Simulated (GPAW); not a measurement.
A run of GPAW 26.7.0:

run.py

```python
from ase.dft.bandgap import bandgap
from ase.io import read, write
from ase.units import GPa
from gpaw import GPAW, PW

atoms = read('POSCAR')

calc = GPAW(mode=PW(600),
            xc='PBE',
            kpts={'size': (11, 11, 11), 'gamma': True},
            occupations={'name': 'methfessel-paxton', 'order': 0, 'width': 0.05},
            nbands=15,
            convergence={'density': 1e-05, 'energy': 1e-05},
            maxiter=150,
            txt='gpaw.txt')
atoms.calc = calc
energy = atoms.get_potential_energy()
forces = atoms.get_forces()
stress = atoms.get_stress()
calc.write('gs.gpw')
write('result.traj', atoms)
print(f'Energy: {energy:.6f} eV')
print('Forces (eV/A):')
print(forces.round(4))
print('Stress (GPa):', (stress / GPa).round(3))
print('Fermi level:', round(calc.get_fermi_level(), 4), 'eV')
print(f'Gap: {bandgap(calc)[0]:.4f} eV, direct: {bandgap(calc, direct=True)[0]:.4f} eV')
```

Contents of POSCAR:

```
Nb
1.0
   -1.6639500000      1.6639500000      1.6639500000
    1.6639500000     -1.6639500000      1.6639500000
    1.6639500000      1.6639500000     -1.6639500000
Nb
1
Direct
    0.0000000000      0.0000000000      0.0000000000
```

Potentials or basis: GPAW PAW data sets (gpaw-data 1.2.1), pw.

Command:

```bash
$ OMP_NUM_THREADS=1 python run.py
```

Hardware: 1 thread of Intel(R) Xeon(R) Platinum 8488C (Sapphire Rapids) (shared host).

Q: Estimate the wall time of this run.

A: It took 12 s on 1 thread of Intel(R) Xeon(R) Platinum 8488C (Sapphire Rapids), with other jobs on the host, peak memory 0.14 GiB. Counts: scf iterations 8, plane waves 629, bands 15, k points 56.
